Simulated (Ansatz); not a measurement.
## Relaxing barium (dhcp)

Level of theory: DFT, PBE, plane waves (420 eV) with PAW, scalar-relativistic (Ansatz 0.2.0).

k-point mesh 8×8×3, Fermi-Dirac smearing 0.1 eV, no spin polarisation. Cell and atoms relax.

Starting structure:

```xyz
4
Lattice="4.4545 0.0000 0.0000 -2.2272 3.8577 0.0000 0.0000 0.0000 14.5484" Properties=species:S:1:pos:R:3 pbc="T T T"
Ba    0.0000    0.0000    0.0000
Ba    0.0000    0.0000    7.2742
Ba    0.0000    2.5718    3.6371
Ba    2.2272    1.2859   10.9113
```

Q: The pressure at the start is 0.2 GPa. By how much does the volume change?

A: From 62.50 to 64.10 Å³ per atom, 2.6 %. The final cell has a = 4.492 Å, c = 14.671 Å (c/a = 3.266).

Q: How much energy does the relaxation gain?

A: 1.1 meV per atom.

Path of the relaxation (the plane waves are chosen anew near the end, which can shift the energy a little):

```csv
step,E − E(final) (meV/atom),V (Å³/atom),P (GPa),max force (eV/Å)
0,1.07,62.500,0.21,0.000
1,0.55,62.955,0.15,0.000
2,0.01,64.097,0.00,0.000
3,0.00,64.097,0.00,0.000
```
